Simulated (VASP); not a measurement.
# SnSe in VASP: a series of runs

One slab, SnSe, is run at these levels: PBE; tasks: single point.

Everything below comes from runs of VASP 6.6.1. Logs are shortened: lines on timing, memory, paths and dates and some standing lists are left out, and cuts for length are marked.

**1. Starting point**

The cell holds a slab with vacuum, 4 atoms: a = 4.285 Å, b = 4.285 Å, c = 14.809 Å, α = 90.00°, β = 90.00°, γ = 90.00°.

**2. Single point, PBE**

The input, INCAR:

```
PREC     = Accurate       # precision mode
ENCUT    = 400            # plane-wave cutoff, eV
EDIFF    = 1E-7           # SCF threshold, eV
ISMEAR   = 0              # smearing method
SIGMA    = 0.3            # smearing width, eV
LREAL    = False          # projectors in reciprocal space
LASPH    = True           # aspherical terms in the spheres
NELM     = 120            # most SCF steps
ALGO     = Normal         # electronic algorithm
ISIF     = 2              # what is computed and relaxed
LWAVE    = False          # write WAVECAR
LCHARG   = False          # write CHGCAR
LDIPOL   = True         
IDIPOL   = 3            
DIPOL    = 0.5 0.5 0.500
GGA      = PE             # functional
NBANDS   = 32             # bands
LVHAR    = True         
LVACPOTAV= True
```

The input, KPOINTS:

```
regular mesh
0
Gamma
  5 5 1
```

The input, POSCAR:

```
SnSe
1.0
    4.2853274200      0.0000000000      0.0000000000
    0.0000000000      4.2853274200      0.0000000000
    0.0000000000      0.0000000000     14.8085810303
Sn Se
2 2
Direct
    0.5000000000      0.0000000000      0.4051704878
    0.0000000000      0.5000000000      0.5948295122
    0.0000000000      0.5000000000      0.4138773454
    0.5000000000      0.0000000000      0.5861226546
```

Potentials or basis: VASP PAW PBE potentials, release 64 (Sn_d, Se).

The run is started by

```sh
$ cat potpaw_PBE.64/Sn_d/POTCAR potpaw_PBE.64/Se/POTCAR > POTCAR
$ mpirun -np 1 vasp_std > vasp.out
```

OUTCAR:

```text
PREC = Accurate
   ENCUT = 400
   EDIFF = 1E-7
   ISMEAR = 0
   LREAL = False
   LASPH = True
   NELM = 120
   ISIF = 2
   GGA = PE

 Found      6 irreducible k-points:

 Following reciprocal coordinates:
            Coordinates               Weight
  0.000000  0.000000  0.000000      1.000000
  0.200000  0.000000  0.000000      4.000000
  0.400000  0.000000  0.000000      4.000000
  0.200000  0.200000  0.000000      4.000000
  0.400000  0.200000  0.000000      8.000000
  0.400000  0.400000  0.000000      4.000000
   k-points           NKPTS =      6   k-points in BZ     NKDIM =      6   number of bands    NBANDS=     32
   number of dos      NEDOS =    301   number of ions     NIONS =      4
   total plane-waves  NPLWV =  76832
   dimension x,y,z NGX =    28 NGY =   28 NGZ =   98
   dimension x,y,z NGXF=    56 NGYF=   56 NGZF=  196
   ions per type =               2   2
   NGX,Y,Z   is equivalent  to a cutoff of  10.86, 10.86, 11.00 a.u.
   NGXF,Y,Z  is equivalent  to a cutoff of  21.72, 21.72, 22.00 a.u.
 SYSTEM =  unknown system
   PREC   = accura    normal or accurate (medium, high low for compatibility)
   ISTART =      0    job   : 0-new  1-cont  2-samecut
   ICHARG =      2    charge: 1-file 2-atom 10-const
   ISPIN  =      1    spin polarized calculation?
   LNONCOLLINEAR =      F non collinear calculations
   LSORBIT =      F    spin-orbit coupling
   LASPH  =      T    aspherical Exc in radial PAW
   ENCUT  =  400.0 eV  29.40 Ry    5.42 a.u.   6.99  6.99 24.15*2*pi/ulx,y,z
   NELM   =    120;   NELMIN=  2; NELMDL= -5     # of ELM steps
   EDIFF  = 0.1E-06   stopping-criterion for ELM
   LREAL  =      F    real-space projection
   EDIFFG = 0.1E-05   stopping-criterion for IOM
   NSW    =      0    number of steps for IOM
   IBRION =     -1    ionic relax: 0-MD 1-quasi-New 2-CG
   NFREE  =      0    steps in history (QN), initial steepest desc. (CG)
   ISIF   =      2    stress and relaxation
   ISYM   =      2    0-nonsym 1-usesym 2-fastsym
   POTIM  = 0.5000    time-step for ionic-motion
   TEBEG  =    0.0;   TEEND  =   0.0 temperature during run
   PSTRESS=    0.0 pullay stress
   NELECT =      40.0000    total number of electrons
   NUPDOWN=      -1.0000    fix difference up-down
   EMIN   =  10.00;   EMAX   =-10.00  energy-range for DOS
   EFERMI =   0.00;   METHOD = LEGACY
   ISMEAR =     0;   SIGMA  =   0.30  broadening in eV -4-tet -1-fermi 0-gaus
   EFERMI_NEDOS =   21; number of points for ismear=-14 and -15
   IALGO  =     38    algorithm
   IMIX   =      4    mixing-type and parameters
     AMIX     =   0.40;   BMIX     =  1.00
     AMIX_MAG =   1.60;   BMIX_MAG =  1.00
  volume/ion in A,a.u.               =      67.99       458.79
  Fermi-wavevector in a.u.,A,eV,Ry     =   0.864174  1.633051 10.160777  0.746796
  Thomas-Fermi vector in A             =   1.982232
   LORBIT       =      0    0 simple, 1 ext, 2 COOP (PROOUT), +10 PAW based schemes
   GGA     = PE    functional components
   LHFCALC =     F    Hartree Fock is set to
   AEXX    =    0.0000 exact exchange contribution
   IVDW    =     0    specifies the selected vdW correction
   LEPSILON=     F    determine dielectric tensor
   LRPA    =     F    only Hartree local field effects (RPA)
 non-spin polarized calculation
 Gauss-broadening in eV      SIGMA  =   0.30
  energy-cutoff  :      400.00
  volume of cell :      271.95
 maximum number of plane-waves:      4962
 NGX is ok and might be reduce to    28
   NGX = 13   NGY = 13   NGZ = 49

 dipolmoment           0.000000      0.000000     -0.000000 electrons x Angstroem

 number of electron      40.0000025 magnetization

 dipolmoment           0.000000      0.000000      0.000000 electrons x Angstroem

 Free energy of the ion-electron system (eV)
  ---------------------------------------------------
  ext. energy  EPLUGINS =         0.00000000
  ---------------------------------------------------
  free energy    TOTEN  =       -16.22897387 eV

  energy without entropy =      -16.22363067  energy(sigma->0) =      -16.22630227

 E-fermi :  -0.0050     XC(G=0):  -4.5713

 val. band max:       -0.4616652506   @ k =   0.4000   0.0000   0.0000
 cond. band min:       0.4515696474   @ k =   0.4000   0.0000   0.0000
 fundamental gap:      0.9132348980
 Fermi energy:        -0.0050401449

 k-point     1 :       0.0000    0.0000    0.0000
  band No.  band energies     occupation
      1     -21.7867      2.00000
      2     -21.7813      2.00000
      3     -21.7776      2.00000
      4     -21.7707      2.00000
      5     -21.7631      2.00000
      6     -21.7352      2.00000
[... 24 lines left out ...]
     31       5.5863      0.00000
     32       6.9547      0.00000

 k-point     2 :       0.2000    0.0000    0.0000
  band No.  band energies     occupation
      1     -21.7832      2.00000
      2     -21.7796      2.00000
      3     -21.7788      2.00000
      4     -21.7742      2.00000
      5     -21.7582      2.00000
      6     -21.7358      2.00000
[... 24 lines left out ...]
     31       6.2230      0.00000
     32       6.4627      0.00000

 k-point     3 :       0.4000    0.0000    0.0000
  band No.  band energies     occupation
      1     -21.7823      2.00000
      2     -21.7803      2.00000
      3     -21.7776      2.00000
      4     -21.7757      2.00000
      5     -21.7476      2.00000
      6     -21.7393      2.00000
[... 24 lines left out ...]
     31       7.0873      0.00000
     32       7.1033      0.00000

 k-point     4 :       0.2000    0.2000    0.0000
  band No.  band energies     occupation
      1     -21.7827      2.00000
      2     -21.7795      2.00000
      3     -21.7794      2.00000
      4     -21.7759      2.00000
      5     -21.7527      2.00000
      6     -21.7361      2.00000
[... 24 lines left out ...]
     31       6.3097      0.00000
     32       7.3329      0.00000

 k-point     5 :       0.4000    0.2000    0.0000
  band No.  band energies     occupation
      1     -21.7873      2.00000
      2     -21.7864      2.00000
      3     -21.7734      2.00000
      4     -21.7720      2.00000
      5     -21.7437      2.00000
      6     -21.7384      2.00000
[... 24 lines left out ...]
     31       6.6653      0.00000
     32       7.1952      0.00000

 k-point     6 :       0.4000    0.4000    0.0000
  band No.  band energies     occupation
      1     -21.7952      2.00000
      2     -21.7950      2.00000
      3     -21.7672      2.00000
      4     -21.7667      2.00000
      5     -21.7390      2.00000
      6     -21.7387      2.00000
[... 24 lines left out ...]
     31       7.0419      0.00000
     32       7.2887      0.00000

------------------------ aborting loop because EDIFF is reached ----------------------------------------

  FORCE on cell =-STRESS in cart. coord.  units (eV):
  Direction    XX          YY          ZZ          XY          YZ          ZX
  --------------------------------------------------------------------------------------
  -------------------------------------------------------------------------------------
  Total        0.7299553      0.7299553      1.0608793      0.0000000      0.0000000      0.0000000
  in kB        4.3005636      4.3005636      6.2502169      0.0000000      0.0000000      0.0000000
  external PRESSURE =       4.9504480 kB  Pullay stress =       0.0000000 kB

 VOLUME and BASIS-vectors are now :
 -----------------------------------------------------------------------------
  energy-cutoff  :      400.00
  volume of cell :      271.95
      direct lattice vectors                 reciprocal lattice vectors
     4.285327420  0.000000000  0.000000000     0.233354398  0.000000000  0.000000000
     0.000000000  4.285327420  0.000000000     0.000000000  0.233354398  0.000000000
     0.000000000  0.000000000 14.808581030     0.000000000  0.000000000  0.067528415

 POSITION                                       TOTAL-FORCE (eV/Angst)
 -----------------------------------------------------------------------------------
      2.14266      0.00000      6.00000         0.000000      0.000000     -0.168147
      0.00000      2.14266      8.80858        -0.000000      0.000000      0.168147
      0.00000      2.14266      6.12894         0.000000      0.000000     -0.249074
      2.14266      0.00000      8.67964         0.000000      0.000000      0.249074
 -----------------------------------------------------------------------------------
    total drift:                                0.000000      0.000000      0.000000

  FREE ENERGIE OF THE ION-ELECTRON SYSTEM (eV)
  ---------------------------------------------------
  free  energy   TOTEN  =       -16.2289738699 eV

  energy  without entropy=      -16.2236306721  energy(sigma->0) =      -16.22630227

 vacuum level on the upper side and lower side of the slab         3.819         3.819
```

It took 35 s on 1 thread of Intel Xeon 6975P-C (Granite Rapids), shared host; peak memory 0.26 GiB.

These settings aren't checked as converged: the numbers below hold their error.

Results:

```
Free energy                            : -16.2290 eV
Largest force                          : 0.249 eV/Å
Band gap on the k mesh                 : 0.91 eV, direct
Ionisation potential of the upper face : 4.28 eV
```

Caveat: spin-orbit coupling is left out, which moves the levels of the heavy elements.

**3. Single point, PBE**

Changes to INCAR since step 2:

```diff
@@ -2,5 +2,5 @@
 ENCUT    = 400            # plane-wave cutoff, eV
-EDIFF    = 1E-7           # SCF threshold, eV
+EDIFF    = 0.001          # SCF threshold, eV
 ISMEAR   = 0              # smearing method
-SIGMA    = 0.3            # smearing width, eV
+SIGMA    = 0.05           # smearing width, eV
 LREAL    = False          # projectors in reciprocal space
```

KPOINTS is that of step 2.

POSCAR is that of step 2.

Potentials or basis: VASP PAW PBE potentials, release 64 (Sn_d, Se).

The run is started by

```sh
$ cat potpaw_PBE.64/Sn_d/POTCAR potpaw_PBE.64/Se/POTCAR > POTCAR
$ mpirun -np 1 vasp_std > vasp.out
```

OUTCAR:

```text
PREC = Accurate
   ENCUT = 400
   EDIFF = 0.001
   ISMEAR = 0
   LREAL = False
   LASPH = True
   NELM = 120
   ISIF = 2
   GGA = PE

 Found      6 irreducible k-points:

 Following reciprocal coordinates:
            Coordinates               Weight
  0.000000  0.000000  0.000000      1.000000
  0.200000  0.000000  0.000000      4.000000
  0.400000  0.000000  0.000000      4.000000
  0.200000  0.200000  0.000000      4.000000
  0.400000  0.200000  0.000000      8.000000
  0.400000  0.400000  0.000000      4.000000
   k-points           NKPTS =      6   k-points in BZ     NKDIM =      6   number of bands    NBANDS=     32
   number of dos      NEDOS =    301   number of ions     NIONS =      4
   total plane-waves  NPLWV =  76832
   dimension x,y,z NGX =    28 NGY =   28 NGZ =   98
   dimension x,y,z NGXF=    56 NGYF=   56 NGZF=  196
   ions per type =               2   2
   NGX,Y,Z   is equivalent  to a cutoff of  10.86, 10.86, 11.00 a.u.
   NGXF,Y,Z  is equivalent  to a cutoff of  21.72, 21.72, 22.00 a.u.
 SYSTEM =  unknown system
   PREC   = accura    normal or accurate (medium, high low for compatibility)
   ISTART =      0    job   : 0-new  1-cont  2-samecut
   ICHARG =      2    charge: 1-file 2-atom 10-const
   ISPIN  =      1    spin polarized calculation?
   LNONCOLLINEAR =      F non collinear calculations
   LSORBIT =      F    spin-orbit coupling
   LASPH  =      T    aspherical Exc in radial PAW
   ENCUT  =  400.0 eV  29.40 Ry    5.42 a.u.   6.99  6.99 24.15*2*pi/ulx,y,z
   NELM   =    120;   NELMIN=  2; NELMDL= -5     # of ELM steps
   EDIFF  = 0.1E-02   stopping-criterion for ELM
   LREAL  =      F    real-space projection
   EDIFFG = 0.1E-01   stopping-criterion for IOM
   NSW    =      0    number of steps for IOM
   IBRION =     -1    ionic relax: 0-MD 1-quasi-New 2-CG
   NFREE  =      0    steps in history (QN), initial steepest desc. (CG)
   ISIF   =      2    stress and relaxation
   ISYM   =      2    0-nonsym 1-usesym 2-fastsym
   POTIM  = 0.5000    time-step for ionic-motion
   TEBEG  =    0.0;   TEEND  =   0.0 temperature during run
   PSTRESS=    0.0 pullay stress
   NELECT =      40.0000    total number of electrons
   NUPDOWN=      -1.0000    fix difference up-down
   EMIN   =  10.00;   EMAX   =-10.00  energy-range for DOS
   EFERMI =   0.00;   METHOD = LEGACY
   ISMEAR =     0;   SIGMA  =   0.05  broadening in eV -4-tet -1-fermi 0-gaus
   EFERMI_NEDOS =   21; number of points for ismear=-14 and -15
   IALGO  =     38    algorithm
   IMIX   =      4    mixing-type and parameters
     AMIX     =   0.40;   BMIX     =  1.00
     AMIX_MAG =   1.60;   BMIX_MAG =  1.00
  volume/ion in A,a.u.               =      67.99       458.79
  Fermi-wavevector in a.u.,A,eV,Ry     =   0.864174  1.633051 10.160777  0.746796
  Thomas-Fermi vector in A             =   1.982232
   LORBIT       =      0    0 simple, 1 ext, 2 COOP (PROOUT), +10 PAW based schemes
   GGA     = PE    functional components
   LHFCALC =     F    Hartree Fock is set to
   AEXX    =    0.0000 exact exchange contribution
   IVDW    =     0    specifies the selected vdW correction
   LEPSILON=     F    determine dielectric tensor
   LRPA    =     F    only Hartree local field effects (RPA)
 non-spin polarized calculation
 Gauss-broadening in eV      SIGMA  =   0.05
  energy-cutoff  :      400.00
  volume of cell :      271.95
 maximum number of plane-waves:      4962
 NGX is ok and might be reduce to    28
   NGX = 13   NGY = 13   NGZ = 49

 dipolmoment           0.000000      0.000000     -0.000000 electrons x Angstroem

 number of electron      40.0000025 magnetization

 dipolmoment           0.000000      0.000000      0.000000 electrons x Angstroem

 Free energy of the ion-electron system (eV)
  ---------------------------------------------------
  ext. energy  EPLUGINS =         0.00000000
  ---------------------------------------------------
  free energy    TOTEN  =       -16.22715423 eV

  energy without entropy =      -16.22715423  energy(sigma->0) =      -16.22715423

 E-fermi :  -0.1933     XC(G=0):  -4.7254

 val. band max:       -0.4852827268   @ k =   0.4000   0.0000   0.0000
 cond. band min:       0.4260745515   @ k =   0.4000   0.0000   0.0000
 fundamental gap:      0.9113572783
 Fermi energy:        -0.1932899978

 k-point     1 :       0.0000    0.0000    0.0000
  band No.  band energies     occupation
      1     -21.8124      2.00000
      2     -21.8070      2.00000
      3     -21.8032      2.00000
      4     -21.7964      2.00000
      5     -21.7879      2.00000
      6     -21.7600      2.00000
[... 199 lines left out ...]
     31       7.0180      0.00000
     32       7.1113      0.00000

------------------------ aborting loop because EDIFF is reached ----------------------------------------

  FORCE on cell =-STRESS in cart. coord.  units (eV):
  Direction    XX          YY          ZZ          XY          YZ          ZX
  --------------------------------------------------------------------------------------
  -------------------------------------------------------------------------------------
  Total        0.6735504      0.6735504      1.0476203      0.0000000     -0.0000000      0.0000000
  in kB        3.9682519      3.9682519      6.1721010      0.0000000     -0.0000000      0.0000000
  external PRESSURE =       4.7028683 kB  Pullay stress =       0.0000000 kB

 VOLUME and BASIS-vectors are now :
 -----------------------------------------------------------------------------
  energy-cutoff  :      400.00
  volume of cell :      271.95
      direct lattice vectors                 reciprocal lattice vectors
     4.285327420  0.000000000  0.000000000     0.233354398  0.000000000  0.000000000
     0.000000000  4.285327420  0.000000000     0.000000000  0.233354398  0.000000000
     0.000000000  0.000000000 14.808581030     0.000000000  0.000000000  0.067528415

 POSITION                                       TOTAL-FORCE (eV/Angst)
 -----------------------------------------------------------------------------------
      2.14266      0.00000      6.00000         0.000000      0.000000     -0.175680
      0.00000      2.14266      8.80858        -0.000000      0.000000      0.175680
      0.00000      2.14266      6.12894         0.000000     -0.000000     -0.242893
      2.14266      0.00000      8.67964         0.000000      0.000000      0.242893
 -----------------------------------------------------------------------------------
    total drift:                                0.000000      0.000000      0.000000

  FREE ENERGIE OF THE ION-ELECTRON SYSTEM (eV)
  ---------------------------------------------------
  free  energy   TOTEN  =       -16.2271542337 eV

  energy  without entropy=      -16.2271542337  energy(sigma->0) =      -16.22715423
```

OSZICAR:

```text
N       E                     dE             d eps       ncg     rms          rms(c)
DAV:   1     0.295961207600E+03    0.29596E+03   -0.16056E+04   424   0.976E+02
DAV:   2     0.222153608488E+02   -0.27375E+03   -0.26517E+03   400   0.263E+02
DAV:   3    -0.151395435998E+02   -0.37355E+02   -0.36797E+02   496   0.114E+02
DAV:   4    -0.167055729180E+02   -0.15660E+01   -0.15632E+01   432   0.263E+01
DAV:   5    -0.167515121821E+02   -0.45939E-01   -0.45937E-01   568   0.441E+00    0.453E+00
DAV:   6    -0.162614378625E+02    0.49007E+00   -0.10400E+00   520   0.460E+00    0.278E+00
DAV:   7    -0.162416459723E+02    0.19792E-01   -0.32494E-01   456   0.198E+00    0.119E+00
DAV:   8    -0.162332408392E+02    0.84051E-02   -0.35657E-02   432   0.106E+00    0.254E-01
DAV:   9    -0.162299910507E+02    0.32498E-02   -0.51148E-03   392   0.404E-01    0.107E-01
DAV:  10    -0.162276982119E+02    0.22928E-02   -0.12236E-03   336   0.159E-01    0.409E-02
DAV:  11    -0.162265709860E+02    0.11272E-02   -0.86016E-04   336   0.119E-01    0.464E-02
DAV:  12    -0.162271542337E+02   -0.58325E-03   -0.31046E-04   296   0.817E-02
   1 F= -.16227154E+02 E0= -.16227154E+02  d E =-.697234E-17
```

stdout:

```text
POSCAR found type information on POSCAR SnSe
 POSCAR found :  2 types and       4 ions
 scaLAPACK will be used
 LDA part: xc-table for (Slater+PW92), standard interpolation
 POSCAR, INCAR and KPOINTS ok, starting setup
 FFT: planning ... GRIDC
[... 28 lines left out ...]
|                                                                             |
|     Did not find any points to average over, which means that no vacuum     |
|     field-free region was found. Please increase the size of  your cell     |
|     in the dimension of the dipole correction to obtain accurate            |
|     workfunction values.                                                    |
|                                                                             |
 -----------------------------------------------------------------------------
```

Wall time 22 s (1 thread of Intel Xeon 6975P-C (Granite Rapids), shared host); peak memory 0.25 GiB.

The run converged, but some of its settings lie outside the range that counts as converged, so its numbers aren't taken as properties of the slab.

Results:

```
Free energy            : -16.2272 eV
Largest force          : 0.243 eV/Å
Band gap on the k mesh : 0.91 eV, direct
```

Caveat: spin-orbit coupling is left out, which moves the levels of the heavy elements.

(Continued in part 2 of 2.)
